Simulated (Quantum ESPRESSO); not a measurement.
NaCl:

```
CELL_PARAMETERS angstrom
3.50219 0.00000 0.00000
0.00000 3.50219 0.00000
0.00000 0.00000 3.50219
ATOMIC_POSITIONS crystal
Cl 0.50000 0.50000 0.50000
Na 0.00000 0.00000 0.00000
```

Measurements of this composition are mostly on another form, of space group No. 225.

- Program: Quantum ESPRESSO 7.5
- Task: relaxation of cell and atoms
- Functional: RPBE
- Dispersion: D3
- Potentials or basis: PseudoDojo 0.4.1 SR PBE standard
- Cutoff: 1197 eV
- Density cutoff: 4789 eV
- k mesh: 8 × 8 × 8
- Occupations: fermi-dirac, width 0.05 eV
- Spin: no spin polarisation

At the start: pressure 1.4 GPa; volume 21.48 Å³/atom.

Q: How do energy, volume and symmetry change on relaxing?

A: Over 7 steps the energy falls by 4.3 meV/atom and the volume is 22.54 Å³/atom (+5.0 %); space group Pm-3m (No. 221, to 0.05 Å).

The path:
```csv
step,energy change (eV),largest force (eV/Å),pressure (GPa),volume (Å³)
1,0.0000,0.0000,1.43,42.96
2,-0.0011,0.0000,1.33,43.08
3,-0.0029,0.0000,1.15,43.32
4,-0.0051,0.0000,0.89,43.66
5,-0.0071,0.0000,0.59,44.09
6,-0.0082,0.0000,0.25,44.57
7,-0.0085,0.0000,-0.08,45.09
```

Final structure:
```
Cl Na
1.0
     3.55919    0.00000    0.00000
     0.00000    3.55919    0.00000
     0.00000    0.00000    3.55919
Cl Na
1 1
Cartesian
  1.7796 1.7796 1.7796
  0.0000 0.0000 0.0000
```

Caveat: the potentials were made for another functional, which shifts forces and pressure.
